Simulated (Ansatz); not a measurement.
Ta: single point with PBE

The system is Ta.

```
Ta
1.0
    -1.65128    1.65128    1.65128
     1.65128   -1.65128    1.65128
     1.65128    1.65128   -1.65128
Ta
1
Direct
  0.00000 0.00000 0.00000
```

```
Program             : Ansatz 0.2.0
Task                : single point
Functional          : PBE
Potentials or basis : all-electron LAPW, scalar-relativistic
Cutoff              : 262 eV (chosen from the basis error)
Basis error allowed : 0.001 eV/atom
k mesh              : 11 × 11 × 11
Occupations         : gaussian, width 0.022 eV
Spin                : no spin polarisation
```

```
Pressure               : 2.1 GPa
Band gap on the k mesh : none (metal or under the smearing width)
```

Levels at points of the mesh, in eV from the Fermi level:
```
           k point  band 16  band 17  band 18  band 19  band 20  band 21
(0.00, 0.00, 0.00)   -18.71    -7.86     0.77     0.77     0.77     4.05
```

Run time: 19 s on 1 thread of Intel(R) Xeon(R) Processor @ 2.50GHz (Skylake/Cascade Lake), with other jobs on the host, peak memory 0.29 GiB.

The run has no spin-orbit coupling, so splittings on Ta are missing.
